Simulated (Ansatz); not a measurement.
**ZrN (rocksalt): zero-pressure volume and bulk modulus with PBE + D3(BJ)**

The task here is to estimate one member of a computed series from the others.

Program: Ansatz 0.2.0. Level of theory: DFT PBE + D3(BJ), scalar-relativistic, plane waves, PAW. These are calculated values, not measurements.

**Starting point**

The structure is cubic, space group Fm-3m (No. 225). The conventional cell has a = 4.568 Å, b = 4.568 Å, c = 4.568 Å, α = 90.00°, β = 90.00°, γ = 90.00°. Zr (site symmetry m-3m) has 6 N at 2.28 Å in its first shell of neighbours. Around N (site symmetry m-3m) lie 6 Zr at 2.28 Å.

As a file:

```
CELL_PARAMETERS angstrom
0.00000 2.28423 2.28423
2.28423 0.00000 2.28423
2.28423 2.28423 0.00000
ATOMIC_POSITIONS crystal
Zr 0.50000 0.50000 0.50000
N 0.00000 0.00000 0.00000
```

At PBE, an earlier run found 4.67 GPa for this cell of 11.918 Å³/atom (8×8×8 mesh), no gap. The cell is compressed at this level.

The first run:

input.yaml reads:

```yaml
crystal:
  lattice:
    - [0.0, 2.2842273067, 2.2842273067]
    - [2.2842273067, 0.0, 2.2842273067]
    - [2.2842273067, 2.2842273067, 0.0]
  atoms:
    - { symbol: Zr, position: [0.5, 0.5, 0.5] }
    - { symbol: "N", position: [0.0, 0.0, 0.0] }
basis:
  ecutwfc: 420
  ecutrho_ratio: 4
kpoints:
  mp_grid: { grid: [8, 8, 8] }
hamiltonian:
  xc: pbe
  dispersion: d3bj
scf:
  occupations: { method: gaussian, width: 0.05 }
output:
  forces: true
  stress: true
  eigenvalues: true
```

On the command line:

```
$ ansatz run input.yaml --threads 4 --pin off --max-ram 8192MiB --backend cpu --events-out ev --progress --plain --runs-dir out
```

Steps of the session up to this table: At the given cell; Stepping to 11.808 Å³/atom; Stepping to 11.855 Å³/atom; Volume × 0.98 of the new zero; Volume × 1.02 of the new zero; Volume × 0.96 of the new zero; Volume × 1.04 of the new zero.

One of the session's tables, all rows but one given; the rest of the session is left out.

It belongs to the step «Energy and pressure against volume». 

| volume (Å³/atom) | energy (meV/atom) | pressure (GPa) |
| --- | --- | --- |
| 11.380 | 16.69 | 11.71 |
| 11.618 | ? | ? |
| 11.855 | 0.00 | 0.00 |
| 12.092 | 3.73 | -4.98 |
| 12.329 | 14.49 | -9.46 |

Estimate the missing values for volume (Å³/atom) = 11.618.

Worked estimate for «energy (meV/atom)». A straight line through the neighbours (11.380, 16.69) and (11.855, 0.00) gives 16.69 + (0.00 − 16.69) × (11.618 − 11.380) / (11.855 − 11.380) = 8.33; a parabola fitted to 3 rows on both sides gives 4.30.

The run gave: energy (meV/atom): 4.03; pressure (GPa): 5.54. In «energy (meV/atom)» the line misses by +4.30 and the parabola by +0.27.
